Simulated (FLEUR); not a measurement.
# Ga (P2_1/m) in FLEUR: a series of runs, part 2 of 2

FLEUR MaX-R8.1 (later development tree). The steps go on from the part before.

## (4) Band structure, TPSS

File inp.xml:

```xml
<?xml version="1.0" encoding="UTF-8" standalone="no"?>
<fleurInput fleurInputVersion="0.39">
   <comment>
      Ga                                                                                                  
   </comment>
   <calculationSetup>
      <cutoffs Kmax="4.17" Gmax="12.9" GmaxXC="12.9" numbands="0"/>
      <scfLoop itmax="80" minDistance="0.0001" maxIterBroyd="30" imix="Anderson" alpha="0.05" precondParam="0.0" spinf="2.0" sdNocoIR="T"/>
      <coreElectrons ctail="F" frcor="F" kcrel="0" coretail_lmax="0"/>
      <xcFunctional name="LibXC" relativisticCorrections="F">
         <LibXCName exchange="mgga_x_tpss" correlation="mgga_c_tpss"/>
         <AuxGGA exchange="117" correlation="130"/>
      </xcFunctional>
      <magnetism jspins="1"/>
      <soc l_soc="F" theta="0.0" phi="0.0" spav="F"/>
      <expertModes spex="0" secvar="F"/>
      <geometryOptimization l_f="F" forcealpha="1.0" forcemix="BFGS" epsdisp="0.00001" epsforce="0.00001"/>
      <ldaU l_linMix="F" mixParam="0.05" spinf="1.0"/>
   </calculationSetup>
   <cell>
      <bzIntegration valenceElectrons="42.0" mode="hist" fermiSmearingEnergy="0.00183747">
         <kPointListSelection listName="default-1"/>
         <!-- k-points included here -->
         <xi:include xmlns:xi="http://www.w3.org/2001/XInclude" href="kpts.xml"> </xi:include>
      </bzIntegration>
      <!-- symmetry operations included here -->
      <xi:include xmlns:xi="http://www.w3.org/2001/XInclude" href="sym.xml"> </xi:include>
      <bulkLattice scale="1.0">
         <bravaisMatrix>
            <row-1>    5.2504567990011290     0.0000000000000000     0.0000000000000000</row-1>
            <row-2>    0.0000000000000000     6.2013418611799951     0.0000000000000000</row-2>
            <row-3>   -2.5387168436244982     0.0000000000000000     7.5405234655447311</row-3>
         </bravaisMatrix>
      </bulkLattice>
   </cell>
   <atomSpecies>
      <species name="Gallium (Ga)" element="Ga" atomicNumber="31">
         <mtSphere radius="2.35" gridPoints="783" logIncrement="0.016"/>
         <atomicCutoffs lmax="9" lnonsphr="9"/>
         <electronConfig flipSpins="F">
            <coreConfig>(1s1/2) (2s1/2) (2p1/2) (2p3/2)</coreConfig>
            <valenceConfig>(3s1/2) (3p1/2) (3p3/2) (4s1/2) (3d3/2) (3d5/2) (4p1/2) (4p3/2)</valenceConfig>
            <stateOccupation state="(4p1/2)" spinUp="0.166667" spinDown="0.166667"/>
            <stateOccupation state="(4p3/2)" spinUp="0.333333" spinDown="0.333333"/>
         </electronConfig>
         <energyParameters s="4" p="4" d="3" f="4"/>
         <lo type="SCLO" l="0" n="3" eDeriv="0"/>
         <lo type="SCLO" l="1" n="3" eDeriv="0"/>
         <lo type="SCLO" l="1" n="3" eDeriv="1"/>
         <lo type="HELO" l="2" n="4" eDeriv="0"/>
         <lo type="HELO" l="2" n="4" eDeriv="1"/>
         <lo type="SCLO" l="3" n="4" eDeriv="2"/>
      </species>
   </atomSpecies>
   <atomGroups>
      <atomGroup species="Gallium (Ga)">
         <relPos label="                   1">.1345962700 -1.000/4.000 -.2298331700</relPos>
         <relPos label="                   2">-.1345962700 1.000/4.000 .2298331700</relPos>
         <force calculate="T" relaxXYZ="TTT"/>
      </atomGroup>
   </atomGroups>
   <output dos="F" band="F" slice="F">
      <checks vchk="F" cdinf="F"/>
      <bandDOS minEnergy="-.5*Htr" maxEnergy="0.5*Htr" sigma="0.015" storeEVData="T"/>
      <vacuumDOS vacdos="F" integ="F" star="F" nstars="0" locx1="0.0" locy1="0.0" locx2="0.0" locy2="0.0" nstm="0" tworkf="0.0"/>
      <unfoldingBand unfoldBand="F" supercellX="1" supercellY="1" supercellZ="1"/>
      <plotting iplot="0" polar="F">
         <plot TwoD="T" vec1="  1.0  0.0  0.0" vec2="  0.0  1.0  0.0" vec3="  0.0  0.0  1.0" zero="  0.0  0.0  0.0" file="plot"/>
      </plotting>
      <chargeDensitySlicing numkpt="0" minEigenval="0.0" maxEigenval="0.0" nnne="0" pallst="F"/>
      <specialOutput eonly="F"/>
      <moessbauerParams electricFieldGradient="T" isomerShift="T" coreHyperfine="T" valenceHyperfine="T"/>
      <magneticCircularDichroism mcd="F" energyLo="-10.0" energyUp="0.0"/>
   </output>
  <!-- We include the file relax.xml here to enable relaxations (see documentation) -->
  <xi:include xmlns:xi="http://www.w3.org/2001/XInclude" href="relax.xml"> <xi:fallback/> </xi:include>
</fleurInput>
```

File crystal.txt:

```
Ga
&input cartesian=F /
2.7784220849  0.0000000000  0.0000000000
0.0000000000  3.2816087900  0.0000000000
-1.3434310986  0.0000000000  3.9902731763
1.8897261246
1.0 1.0 1.0

2
31 0.1345962700  0.7500000000  0.7701668300
31 0.8654037300  0.2500000000  0.2298331700

&kpt div1=10 div2=8 div3=7 gamma=T /
```

File inp.xml (bands):

```
<?xml version="1.0" encoding="UTF-8" standalone="no"?>
<fleurInput fleurInputVersion="0.39">
   <comment>
      Ga                                                                                                  
   </comment>
   <calculationSetup>
      <cutoffs Kmax="4.17" Gmax="12.9" GmaxXC="12.9" numbands="0"/>
      <scfLoop itmax="80" minDistance="0.0001" maxIterBroyd="30" imix="Anderson" alpha="0.05" precondParam="0.0" spinf="2.0" sdNocoIR="T"/>
      <coreElectrons ctail="F" frcor="F" kcrel="0" coretail_lmax="0"/>
      <xcFunctional name="LibXC" relativisticCorrections="F">
         <LibXCName exchange="mgga_x_tpss" correlation="mgga_c_tpss"/>
         <AuxGGA exchange="117" correlation="130"/>
      </xcFunctional>
      <magnetism jspins="1"/>
      <soc l_soc="F" theta="0.0" phi="0.0" spav="F"/>
      <expertModes spex="0" secvar="F"/>
      <geometryOptimization l_f="F" forcealpha="1.0" forcemix="BFGS" epsdisp="0.00001" epsforce="0.00001"/>
      <ldaU l_linMix="F" mixParam="0.05" spinf="1.0"/>
   </calculationSetup>
   <cell>
      <bzIntegration valenceElectrons="42.0" mode="hist" fermiSmearingEnergy="0.00183747">
         <kPointListSelection listName="path-1"/>
         <!-- k-points included here -->
         <xi:include xmlns:xi="http://www.w3.org/2001/XInclude" href="kpts.xml"> </xi:include>
      </bzIntegration>
      <!-- symmetry operations included here -->
      <xi:include xmlns:xi="http://www.w3.org/2001/XInclude" href="sym.xml"> </xi:include>
      <bulkLattice scale="1.0">
         <bravaisMatrix>
            <row-1>    5.2504567990011290     0.0000000000000000     0.0000000000000000</row-1>
            <row-2>    0.0000000000000000     6.2013418611799951     0.0000000000000000</row-2>
            <row-3>   -2.5387168436244982     0.0000000000000000     7.5405234655447311</row-3>
         </bravaisMatrix>
      </bulkLattice>
   </cell>
   <atomSpecies>
      <species name="Gallium (Ga)" element="Ga" atomicNumber="31">
         <mtSphere radius="2.35" gridPoints="783" logIncrement="0.016"/>
         <atomicCutoffs lmax="9" lnonsphr="9"/>
         <electronConfig flipSpins="F">
            <coreConfig>(1s1/2) (2s1/2) (2p1/2) (2p3/2)</coreConfig>
            <valenceConfig>(3s1/2) (3p1/2) (3p3/2) (4s1/2) (3d3/2) (3d5/2) (4p1/2) (4p3/2)</valenceConfig>
            <stateOccupation state="(4p1/2)" spinUp="0.166667" spinDown="0.166667"/>
            <stateOccupation state="(4p3/2)" spinUp="0.333333" spinDown="0.333333"/>
         </electronConfig>
         <energyParameters s="4" p="4" d="3" f="4"/>
         <lo type="SCLO" l="0" n="3" eDeriv="0"/>
         <lo type="SCLO" l="1" n="3" eDeriv="0"/>
         <lo type="SCLO" l="1" n="3" eDeriv="1"/>
         <lo type="HELO" l="2" n="4" eDeriv="0"/>
         <lo type="HELO" l="2" n="4" eDeriv="1"/>
         <lo type="SCLO" l="3" n="4" eDeriv="2"/>
      </species>
   </atomSpecies>
   <atomGroups>
      <atomGroup species="Gallium (Ga)">
         <relPos label="                   1">.1345962700 -1.000/4.000 -.2298331700</relPos>
         <relPos label="                   2">-.1345962700 1.000/4.000 .2298331700</relPos>
         <force calculate="T" relaxXYZ="TTT"/>
      </atomGroup>
   </atomGroups>
   <output dos="F" band="T" slice="F">
      <checks vchk="F" cdinf="F"/>
      <bandDOS minEnergy="-.5*Htr" maxEnergy="0.5*Htr" sigma="0.015" storeEVData="T"/>
      <vacuumDOS vacdos="F" integ="F" star="F" nstars="0" locx1="0.0" locy1="0.0" locx2="0.0" locy2="0.0" nstm="0" tworkf="0.0"/>
      <unfoldingBand unfoldBand="F" supercellX="1" supercellY="1" supercellZ="1"/>
      <plotting iplot="0" polar="F">
         <plot TwoD="T" vec1="  1.0  0.0  0.0" vec2="  0.0  1.0  0.0" vec3="  0.0  0.0  1.0" zero="  0.0  0.0  0.0" file="plot"/>
      </plotting>
      <chargeDensitySlicing numkpt="0" minEigenval="0.0" maxEigenval="0.0" nnne="0" pallst="F"/>
      <specialOutput eonly="F"/>
      <moessbauerParams electricFieldGradient="T" isomerShift="T" coreHyperfine="T" valenceHyperfine="T"/>
      <magneticCircularDichroism mcd="F" energyLo="-10.0" energyUp="0.0"/>
   </output>
  <!-- We include the file relax.xml here to enable relaxations (see documentation) -->
  <xi:include xmlns:xi="http://www.w3.org/2001/XInclude" href="relax.xml"> <xi:fallback/> </xi:include>
</fleurInput>
```

Command:

```console
$ inpgen -f crystal.txt -profile fastHighL
$ # inp.xml edited to the form shown
$ fleur_MPI
$ fleur_MPI   # second run, on inp.xml (bands)
```

It took 2.2 min on 1 thread of Arm Neoverse V2, shared host; peak memory 0.11 GiB.

Results (log left out):

| Quantity | Value |
| --- | --- |
| Free energy | -105813.7590 eV |
| Band gap along the path | none (metal or under the smearing width) |
| Valence electrons inside the program's atomic spheres | Ga 19.52 (radii Ga 2.35 bohr) |

Levels at the corners of the path, in eV from the Fermi level:
| point | band 19 | band 20 | band 21 | band 22 | band 23 | band 24 |
| --- | --- | --- | --- | --- | --- | --- |
| Γ | -11.45 | -2.08 | -1.44 | 1.85 | 5.51 | 9.24 |
| Y | -9.42 | -8.55 | 4.07 | 5.12 | 6.18 | 6.44 |
| H | -5.63 | -5.46 | -3.97 | 4.21 | 4.89 | 6.81 |
| C | -6.17 | -5.30 | -1.58 | -0.05 | 6.37 | 6.95 |
| E | -2.80 | -2.80 | -1.72 | -1.72 | 1.98 | 1.98 |
| M1 | -2.42 | -2.42 | -1.93 | -1.93 | 0.21 | 0.21 |
| A | -2.90 | -2.90 | -1.74 | -1.74 | 2.20 | 2.20 |
| X | -6.28 | -5.32 | -1.40 | 0.20 | 6.26 | 6.68 |
| H1 | -5.63 | -5.46 | -3.97 | 4.21 | 4.89 | 6.81 |
| M | -2.42 | -2.42 | -1.93 | -1.93 | 0.21 | 0.21 |
| D | -6.02 | -6.02 | -4.43 | -4.43 | 10.81 | 10.81 |
| Z | -7.86 | -7.86 | 1.74 | 1.74 | 2.67 | 2.67 |
| Y | -9.42 | -8.55 | 4.07 | 5.12 | 6.18 | 6.44 |
| D | -6.02 | -6.02 | -4.43 | -4.43 | 10.81 | 10.81 |

Core levels (eV from the Fermi level):
```
atom                                                       levels
1 Ga  1s1/2 -10224.3, 2s1/2 -1258.1, 2p1/2 -1112.9, 2p3/2 -1085.3
2 Ga  1s1/2 -10224.3, 2s1/2 -1258.1, 2p1/2 -1112.9, 2p3/2 -1085.3
```

Caveat: the meta-GGA is that of a development version, with a GGA for the radial functions and cores and without core tails.
